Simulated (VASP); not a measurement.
This VASP 6.6.1 run on FeO (Wuestite) needs a look.

The input INCAR:

```
SYSTEM = FeO
PREC = Accurate
ENCUT = 600
EDIFF = 1E-6
ISMEAR = -1
SIGMA = 0.05
LREAL = .FALSE.
LASPH = .TRUE.
NELM = 68
ALGO = Fast
ISIF = 3
LWAVE = .FALSE.
LCHARG = .FALSE.
ISPIN = 2
MAGMOM = 3 0
LORBIT = 11
LMAXMIX = 4
IBRION = 2
NSW = 3
EDIFFG = -0.02
```

File KPOINTS:

```
Automatic mesh
0
G
  8 8 8
  0 0 0
```

File POSCAR:

```
FeO
1.0
    0.0000000000      2.1554000000      2.1554000000
    2.1554000000      0.0000000000      2.1554000000
    2.1554000000      2.1554000000      0.0000000000
Fe O
1 1
Direct
    0.0000000000      0.0000000000      0.0000000000
    0.5000000000      0.5000000000      0.5000000000
```

Potentials or basis: VASP PAW LDA potentials, release 64 (Fe, O).

Command:

```sh
$ cat potpaw_LDA.64/Fe/POTCAR potpaw_LDA.64/O/POTCAR > POTCAR
$ mpirun -np 1 vasp_std > vasp.out
```

OUTCAR:

```text
SYSTEM = FeO
   PREC = Accurate
   ENCUT = 600
   EDIFF = 1E-6
   ISMEAR = -1
   LREAL = .FALSE.
   LASPH = .TRUE.
   NELM = 68
   ISIF = 3
   ISPIN = 2
   LORBIT = 11
   IBRION = 2
   NSW = 3
   EDIFFG = -0.02

 ion  position               nearest neighbor table
   1  0.000  0.000  0.000-   2 2.16   2 2.16   2 2.16   2 2.16   2 2.16   2 2.16
   2  0.500  0.500  0.500-   1 2.16   1 2.16   1 2.16   1 2.16   1 2.16   1 2.16

  LATTYP: Found a face centered cubic cell.
 ALAT       =     4.3108000000

  Lattice vectors:

 A1 = (   0.0000000000,   2.1554000000,   2.1554000000)
 A2 = (   2.1554000000,   0.0000000000,   2.1554000000)
 A3 = (   2.1554000000,   2.1554000000,   0.0000000000)

Analysis of symmetry for initial positions (statically):
=====================================================================
 Subroutine PRICEL returns:
 Original cell was already a primitive cell.

 Routine SETGRP: Setting up the symmetry group for a
[... 654 lines left out ...]
      9       6.5749      0.99898
     10      13.6551      0.00000
     11      15.8926      0.00000
     12      17.7392      0.00000
     13      20.8711      0.00000

 [... further k-points ...]

 spin component 2

 k-point     1 :       0.0000    0.0000    0.0000
  band No.  band energies     occupation
      1     -13.7723      1.00000
      2       3.3643      1.00000
      3       3.3643      1.00000
      4       3.3643      1.00000
      5       5.9838      1.00000
      6       5.9838      1.00000
      7       5.9838      1.00000
      8       6.7876      0.93307
      9       6.7876      0.93305
     10       8.4907      0.00000
     11      22.8913      0.00000
     12      25.8400      0.00000
     13      25.8400      0.00000
[... 397 lines left out ...]
  FREE ENERGIE OF THE ION-ELECTRON SYSTEM (eV)
  ---------------------------------------------------
  free  energy   TOTEN  =       -16.5041073567 eV

  energy  without entropy=      -16.4879465289  energy(sigma->0) =      -16.49602694

 total charge

# of ion       s       p       d       tot
------------------------------------------
    1        0.320   0.432   6.203   6.955
    2        1.543   3.454   0.000   4.997
--------------------------------------------------
tot          1.863   3.886   6.203  11.952

 magnetization (x)

# of ion       s       p       d       tot
------------------------------------------
    1        0.025   0.024   3.366   3.415
    2        0.033   0.256   0.000   0.289
--------------------------------------------------
tot          0.059   0.280   3.366   3.705
```

On the terminal:

```text
POSCAR found type information on POSCAR FeO
 POSCAR found :  2 types and       2 ions
 scaLAPACK will be used
 LDA part: xc-table for (Slater(with rela. corr.)+CA(PZ))
 , standard interpolation
 POSCAR, INCAR and KPOINTS ok, starting setup
 FFT: planning ... GRIDC
 FFT: planning ... GRID_SOFT
 FFT: planning ... GRID
 WAVECAR not read
 entering main loop
 curvature:   0.00 expect dE= 0.000E+00 dE for cont linesearch  0.000E+00
 trial: gam= 0.00000 g(F)=  0.216E-59 g(S)=  0.280E+00 ort = 0.000E+00 (trialstep = 0.100E+01)
 search vector abs. value=  0.280E+00
 bond charge predicted
 trial-energy change:   -0.067781  1 .order   -0.075280   -0.279762    0.129202
 step:   0.6594(harm=  0.6841)  dis= 0.00000  next Energy=   -16.499164 (dE=-0.901E-01)
 bond charge predicted
 curvature:  -0.34 expect dE=-0.105E-03 dE for cont linesearch -0.105E-03
 ZBRENT: interpolating
 opt :   0.6382  next Energy=   -16.504206 (dE=-0.951E-01)
```

**Question.** What happened, and what is wrong with the input?

**Answer.** The run did not converge. The input holds a flaw that was put in on purpose: too few ionic steps (NSW = 3).
